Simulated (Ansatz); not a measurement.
# Nickel, diamond under BLYP: ground state and equation of state, part 2 of 2

Aim: take nickel in the diamond structure, relax it, solve it on a dense k-mesh, then scale the cell to 7 volumes from 88 to 112 % of the relaxed one and try a fit of the equation of state. The start is antiferromagnetic. The k-meshes are 11×11×11 for the relaxation; 17×17×17 for the dense run; 12×12×12 for the volumes.

Ansatz 0.2.0; DFT, BLYP, plane waves (420 eV) with PAW, scalar-relativistic.

## Step 6: At 96 % of the relaxed volume

This is Ni in the diamond structure; at room conditions it is fcc.

Input file input.yaml:

```yaml
crystal:
  lattice:
    - [0.0, 2.5598278012, 2.5598278012]
    - [2.5598278012, 0.0, 2.5598278012]
    - [2.5598278012, 2.5598278012, 0.0]
  atoms:
    - { symbol: Ni, position: [0.125, 0.125, 0.125], spin: 0.824 }
    - { symbol: Ni, position: [0.875, 0.875, 0.875], spin: 0.824 }
hamiltonian:
  xc: blyp
  pseudopotentials:
    kind: paw
    azcp:
      Ni: "pseudopotentials/Ni.paw.azcp"
basis:
  ecutwfc: 420
  fft_grid_basis: typed
kpoints:
  mp_grid: { grid: [12, 12, 12], shift: [0, 0, 0] }
magnetization:
  spin_polarized: true
scf:
  occupations: { method: fermi_dirac, width: 0.05 }
  lower_state_search: "off"
output:
  stress: true
```

Output, shortened:

```text
Warning: RAYON_NUM_THREADS=2 ignored (pool sized by the plan → 2); use --threads N
[...]
Pseudopotentials: kind: paw
Pseudopotential: Ni, paw, valence charge 18, recommended cutoff 420 eV (normal), <dir>
Functional definition: BLYP
[...]
Crystal: 2 atoms, lattice volume = 33.548 Å³
Basis set: ecut = 420 eV, 645 PW (Γ), exchange–correlation on 50×50×50 points (8 copies of the dense FFT grid, shifted against one another)
Bands: 23, of which v1, the nominal top of the filled ones, is band 18 counted from 1 (17 counted from 0)
Symmetry: 48 space group operations
Space group: Fd-3m (ITA 227), of the structure as read, at distance tolerance 3.2e-5 Å
Magnetic group: BNS 227.128 (UNI 1630), of the structure as read, at distance tolerance 3.2e-5 Å
k-points: 72 of 1728
[...]
Starting moments: Σ|m| = 1.648 μB on 2 of 2 sites
[...]
SCF iter  13: F=-11694.833919 eV  HF=-11694.833919 eV  |F-HF|=4.40e-8  |Δ(HF+E_count)|=   2.17e-7  Δρ=6.32e-6 (↑6.32e-6 ↓6.18e-6)  dr2=8.38e-8  dr2_m=2.75e-11  M=1.553 μB ∫|m|=1.731 μB  ethr=2.78e-10  ⟨swp⟩=3.0  Hψ=12311  notcnv=0
[...]
SCF converged after 13 iterations
Magnetization: 1.5529 μB (18.7765 up, 17.2235 down)
Absolute magnetization: 1.7327 μB (∫|ρ↑−ρ↓|, with the PAW one-centre terms)
Spin contamination: 0.0195 ħ² per cell (⟨S²⟩ above its minimum at these occupations)
Per-site moments (μB) at R_I (Å): [(0.8109861145636342, 0.9144613108755555), (0.8109861145636343, 0.9144613108755555)]
Free energy (F): -11694.833919 eV
[...]
E sigma→0 (E₀):  -11694.818609 eV
Entropy (-TS):   -0.030621 eV (-15.311 meV/atom)
Fermi energy:    10.683303 eV
[...]
--- Stress (GPa, compression-positive) ---
        3.460759       0.000000       0.000000
       -0.000000       3.460759      -0.000000
        0.000000       0.000000       3.460759
  P = ⅓ Tr σ = 3.4608 GPa (34.608 kbar)
```

Wall time 2.3 s (2 threads of an x86-64 CPU, shared host); peak memory 0.4 GiB.

## Step 7: At 100 % of the relaxed volume

Changes to input.yaml since step 6:

```diff
@@ -2,5 +2,5 @@
   lattice:
-    - [0.0, 2.5598278012, 2.5598278012]
-    - [2.5598278012, 0.0, 2.5598278012]
-    - [2.5598278012, 2.5598278012, 0.0]
+    - [0.0, 2.5948982934, 2.5948982934]
+    - [2.5948982934, 0.0, 2.5948982934]
+    - [2.5948982934, 2.5948982934, 0.0]
   atoms:
```

Output, shortened:

```text
Warning: RAYON_NUM_THREADS=2 ignored (pool sized by the plan → 2); use --threads N
[...]
Pseudopotentials: kind: paw
Pseudopotential: Ni, paw, valence charge 18, recommended cutoff 420 eV (normal), <dir>
Functional definition: BLYP
[...]
Crystal: 2 atoms, lattice volume = 34.945 Å³
Basis set: ecut = 420 eV, 701 PW (Γ), exchange–correlation on 50×50×50 points (8 copies of the dense FFT grid, shifted against one another)
Bands: 23, of which v1, the nominal top of the filled ones, is band 18 counted from 1 (17 counted from 0)
Symmetry: 48 space group operations
Space group: Fd-3m (ITA 227), of the structure as read, at distance tolerance 3.3e-5 Å
Magnetic group: BNS 227.128 (UNI 1630), of the structure as read, at distance tolerance 3.3e-5 Å
k-points: 72 of 1728
[...]
Starting moments: Σ|m| = 1.648 μB on 2 of 2 sites
[...]
SCF iter  14: F=-11694.848329 eV  HF=-11694.848329 eV  |F-HF|=2.30e-9  |Δ(HF+E_count)|=   8.72e-8  Δρ=2.69e-6 (↑7.66e-7 ↓2.69e-6)  dr2=3.08e-9  dr2_m=3.23e-10  M=1.566 μB ∫|m|=1.750 μB  ethr=2.78e-10  ⟨swp⟩=3.8  Hψ=9284  notcnv=0
[...]
SCF converged after 14 iterations
Magnetization: 1.5657 μB (18.7828 up, 17.2172 down)
Absolute magnetization: 1.7511 μB (∫|ρ↑−ρ↓|, with the PAW one-centre terms)
Spin contamination: 0.0209 ħ² per cell (⟨S²⟩ above its minimum at these occupations)
Per-site moments (μB) at R_I (Å): [(0.8189792839551425, 0.9269897349575303), (0.8189792839551422, 0.9269897349575303)]
Free energy (F): -11694.848329 eV
[...]
E sigma→0 (E₀):  -11694.832071 eV
Entropy (-TS):   -0.032515 eV (-16.257 meV/atom)
Fermi energy:    10.072776 eV
[...]
--- Stress (GPa, compression-positive) ---
       -0.016454      -0.000000       0.000000
       -0.000000      -0.016454       0.000000
        0.000000      -0.000000      -0.016454
  P = ⅓ Tr σ = -0.0165 GPa (-0.165 kbar)
```

Run time: 2.3 s. Hardware: 2 threads of an x86-64 CPU, shared host; peak memory 0.4 GiB.

## Step 8: At 104 % of the relaxed volume

Changes to input.yaml since step 7:

```diff
@@ -2,5 +2,5 @@
   lattice:
-    - [0.0, 2.5948982934, 2.5948982934]
-    - [2.5948982934, 0.0, 2.5948982934]
-    - [2.5948982934, 2.5948982934, 0.0]
+    - [0.0, 2.629045608, 2.629045608]
+    - [2.629045608, 0.0, 2.629045608]
+    - [2.629045608, 2.629045608, 0.0]
   atoms:
```

Output, shortened:

```text
Warning: RAYON_NUM_THREADS=2 ignored (pool sized by the plan → 2); use --threads N
[...]
Pseudopotentials: kind: paw
Pseudopotential: Ni, paw, valence charge 18, recommended cutoff 420 eV (normal), <dir>
Functional definition: BLYP
[...]
Crystal: 2 atoms, lattice volume = 36.343 Å³
Basis set: ecut = 420 eV, 725 PW (Γ), exchange–correlation on 50×50×50 points (8 copies of the dense FFT grid, shifted against one another)
Bands: 23, of which v1, the nominal top of the filled ones, is band 18 counted from 1 (17 counted from 0)
Symmetry: 48 space group operations
Space group: Fd-3m (ITA 227), of the structure as read, at distance tolerance 3.3e-5 Å
Magnetic group: BNS 227.128 (UNI 1630), of the structure as read, at distance tolerance 3.3e-5 Å
k-points: 72 of 1728
[...]
Starting moments: Σ|m| = 1.648 μB on 2 of 2 sites
[...]
SCF iter  14: F=-11694.835742 eV  HF=-11694.835742 eV  |F-HF|=4.03e-9  |Δ(HF+E_count)|=   1.12e-7  Δρ=3.37e-6 (↑1.15e-6 ↓3.37e-6)  dr2=5.71e-9  dr2_m=4.52e-10  M=1.580 μB ∫|m|=1.769 μB  ethr=2.78e-10  ⟨swp⟩=3.8  Hψ=9325  notcnv=0
[...]
SCF converged after 14 iterations
Magnetization: 1.5797 μB (18.7899 up, 17.2101 down)
Absolute magnetization: 1.7702 μB (∫|ρ↑−ρ↓|, with the PAW one-centre terms)
Spin contamination: 0.0224 ħ² per cell (⟨S²⟩ above its minimum at these occupations)
Per-site moments (μB) at R_I (Å): [(0.8273691561739354, 0.9391883672473106), (0.8273691561739351, 0.9391883672473106)]
Free energy (F): -11694.835742 eV
[...]
E sigma→0 (E₀):  -11694.818501 eV
Entropy (-TS):   -0.034483 eV (-17.241 meV/atom)
Fermi energy:    9.510635 eV
[...]
--- Stress (GPa, compression-positive) ---
       -2.757743       0.000000      -0.000000
       -0.000000      -2.757743       0.000000
       -0.000000      -0.000000      -2.757743
  P = ⅓ Tr σ = -2.7577 GPa (-27.577 kbar)
```

Wall time 2.5 s (2 threads of an x86-64 CPU, shared host); peak memory 0.41 GiB.

## Step 9: At 108 % of the relaxed volume

Changes to input.yaml since step 8:

```diff
@@ -2,5 +2,5 @@
   lattice:
-    - [0.0, 2.629045608, 2.629045608]
-    - [2.629045608, 0.0, 2.629045608]
-    - [2.629045608, 2.629045608, 0.0]
+    - [0.0, 2.6623281995, 2.6623281995]
+    - [2.6623281995, 0.0, 2.6623281995]
+    - [2.6623281995, 2.6623281995, 0.0]
   atoms:
```

Output, shortened:

```text
Warning: RAYON_NUM_THREADS=2 ignored (pool sized by the plan → 2); use --threads N
[...]
Pseudopotentials: kind: paw
Pseudopotential: Ni, paw, valence charge 18, recommended cutoff 420 eV (normal), <dir>
Functional definition: BLYP
[...]
Crystal: 2 atoms, lattice volume = 37.741 Å³
Basis set: ecut = 420 eV, 725 PW (Γ), exchange–correlation on 54×54×54 points (8 copies of the dense FFT grid, shifted against one another)
Bands: 23, of which v1, the nominal top of the filled ones, is band 18 counted from 1 (17 counted from 0)
Symmetry: 48 space group operations
Space group: Fd-3m (ITA 227), of the structure as read, at distance tolerance 3.4e-5 Å
Magnetic group: BNS 227.128 (UNI 1630), of the structure as read, at distance tolerance 3.4e-5 Å
k-points: 72 of 1728
[...]
Starting moments: Σ|m| = 1.648 μB on 2 of 2 sites
[...]
SCF iter  14: F=-11694.801901 eV  HF=-11694.801901 eV  |F-HF|=7.04e-9  |Δ(HF+E_count)|=   1.31e-7  Δρ=4.40e-6 (↑1.54e-6 ↓4.40e-6)  dr2=1.05e-8  dr2_m=7.77e-10  M=1.597 μB ∫|m|=1.789 μB  ethr=2.78e-10  ⟨swp⟩=3.9  Hψ=9549  notcnv=0
[...]
SCF converged after 14 iterations
Magnetization: 1.5966 μB (18.7983 up, 17.2017 down)
Absolute magnetization: 1.7907 μB (∫|ρ↑−ρ↓|, with the PAW one-centre terms)
Spin contamination: 0.0240 ħ² per cell (⟨S²⟩ above its minimum at these occupations)
Per-site moments (μB) at R_I (Å): [(0.8368683999117916, 0.9510780897662074), (0.8368683999117911, 0.9510780897662074)]
Free energy (F): -11694.801901 eV
[...]
E sigma→0 (E₀):  -11694.783645 eV
Entropy (-TS):   -0.036512 eV (-18.256 meV/atom)
Fermi energy:    8.991713 eV
[...]
--- Stress (GPa, compression-positive) ---
       -4.908871       0.000000      -0.000000
       -0.000000      -4.908871       0.000000
       -0.000000      -0.000000      -4.908871
  P = ⅓ Tr σ = -4.9089 GPa (-49.089 kbar)
```

Run time: 2.5 s. Hardware: 2 threads of an x86-64 CPU, shared host; peak memory 0.41 GiB.

## Step 10: At 112 % of the relaxed volume

Changes to input.yaml since step 9:

```diff
@@ -2,5 +2,5 @@
   lattice:
-    - [0.0, 2.6623281995, 2.6623281995]
-    - [2.6623281995, 0.0, 2.6623281995]
-    - [2.6623281995, 2.6623281995, 0.0]
+    - [0.0, 2.6947988167, 2.6947988167]
+    - [2.6947988167, 0.0, 2.6947988167]
+    - [2.6947988167, 2.6947988167, 0.0]
   atoms:
```

Output, shortened:

```text
Warning: RAYON_NUM_THREADS=2 ignored (pool sized by the plan → 2); use --threads N
[...]
Pseudopotentials: kind: paw
Pseudopotential: Ni, paw, valence charge 18, recommended cutoff 420 eV (normal), <dir>
Functional definition: BLYP
[...]
Crystal: 2 atoms, lattice volume = 39.139 Å³
Basis set: ecut = 420 eV, 749 PW (Γ), exchange–correlation on 54×54×54 points (8 copies of the dense FFT grid, shifted against one another)
Bands: 23, of which v1, the nominal top of the filled ones, is band 18 counted from 1 (17 counted from 0)
Symmetry: 48 space group operations
Space group: Fd-3m (ITA 227), of the structure as read, at distance tolerance 3.4e-5 Å
Magnetic group: BNS 227.128 (UNI 1630), of the structure as read, at distance tolerance 3.4e-5 Å
k-points: 72 of 1728
[...]
Starting moments: Σ|m| = 1.648 μB on 2 of 2 sites
[...]
SCF iter  14: F=-11694.751448 eV  HF=-11694.751448 eV  |F-HF|=1.13e-8  |Δ(HF+E_count)|=   1.38e-7  Δρ=5.41e-6 (↑1.88e-6 ↓5.41e-6)  dr2=1.70e-8  dr2_m=1.23e-9  M=1.618 μB ∫|m|=1.814 μB  ethr=2.78e-10  ⟨swp⟩=3.9  Hψ=9785  notcnv=0
[...]
SCF converged after 14 iterations
Magnetization: 1.6183 μB (18.8092 up, 17.1908 down)
Absolute magnetization: 1.8154 μB (∫|ρ↑−ρ↓|, with the PAW one-centre terms)
Spin contamination: 0.0258 ħ² per cell (⟨S²⟩ above its minimum at these occupations)
Per-site moments (μB) at R_I (Å): [(0.8483527263851416, 0.9626777462570585), (0.8483527263851414, 0.9626777462570585)]
Free energy (F): -11694.751448 eV
[...]
E sigma→0 (E₀):  -11694.732174 eV
Entropy (-TS):   -0.038548 eV (-19.274 meV/atom)
Fermi energy:    8.511418 eV
[...]
--- Stress (GPa, compression-positive) ---
       -6.582236       0.000000       0.000000
        0.000000      -6.582236       0.000000
        0.000000      -0.000000      -6.582236
  P = ⅓ Tr σ = -6.5822 GPa (-65.822 kbar)
```

Wall time 2.5 s (2 threads of an x86-64 CPU, shared host); peak memory 0.41 GiB.

## Step 11: The equation of state

The cell was scaled evenly, with its shape and the fractional positions fixed.

```tsv
V (Å³/atom)	E − E₀ (meV/atom)	P from the stress (GPa)	P from the fit (GPa)	largest moment (μB)
15.376	76.1	13.43	13.35	0.79
16.075	30.6	7.86	7.75	0.80
16.774	6.7	3.46	3.34	0.81
17.473	0.0	-0.02	-0.13	0.82
18.172	6.8	-2.76	-2.87	0.83
18.871	24.2	-4.91	-5.03	0.84
19.569	49.9	-6.58	-6.73	0.85
```

Fit (Birch-Murnaghan, third order): V₀ = 17.444 Å³/atom, B₀ = 78 GPa, B₀′ = 4.9, largest residual 0.03 meV/atom.

Fit and stress differ a little: one follows E(σ → 0), the other the smeared free energy.

## Step 12: Summary of results

The summary covers parts 1 to 2.

```
                      quantity                                  value
space group (spins left aside)                        Fd-3m (No. 227)
             conventional cell                            a = 5.190 Å
                        volume                         17.473 Å³/atom
             shortest distance                                2.247 Å
               gap on the mesh           none (levels filled in part)
                magnetic state  ferromagnetic, up to 0.82 μB per atom
relative to fcc, ferromagnetic                          +862 meV/atom
                   V₀, B₀, B₀′            17.444 Å³/atom, 78 GPa, 4.9
```

In words: From the guessed start the volume grew by 18.3 % in 8 steps. Against the reference form of nickel (fcc, ferromagnetic, computed apart with the same settings) it stands 862 meV/atom higher. The final state is ferromagnetic (largest moment 0.82 μB). That is not the order it started in. Levels at the Fermi energy are filled in part, as in a metal. The fitted modulus is 78 GPa. Relaxation kept the symmetry; phonons were not checked.
